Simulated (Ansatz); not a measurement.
Crystal: Zr.

```xyz
2
Lattice="3.2320 0.0000 0.0000 -1.6160 2.7990 0.0000 0.0000 0.0000 5.1470" Properties=species:S:1:pos:R:3 pbc="T T T"
Zr    1.6160    0.9330    3.8603
Zr    0.0000    1.8660    1.2868
```

Base run:

* Program: Ansatz 0.2.0
* Functional: BLYP
* Potentials or basis: all-electron LAPW, scalar-relativistic
* Cutoff: 174 eV (chosen from the basis error)
* Basis error allowed: 0.001 eV/atom
* k mesh: 9 × 9 × 5
* Occupations: fermi-dirac, width 0.05 eV
* Spin: no spin polarisation

Its results: pressure 3.6 GPa.

Q: The run is repeated on the same cell with these changes: functional from BLYP to PBE; occupations from fermi-dirac, width 0.05 eV to gaussian, width 0.017 eV. What comes out?

A: Pressure 0.6 GPa.
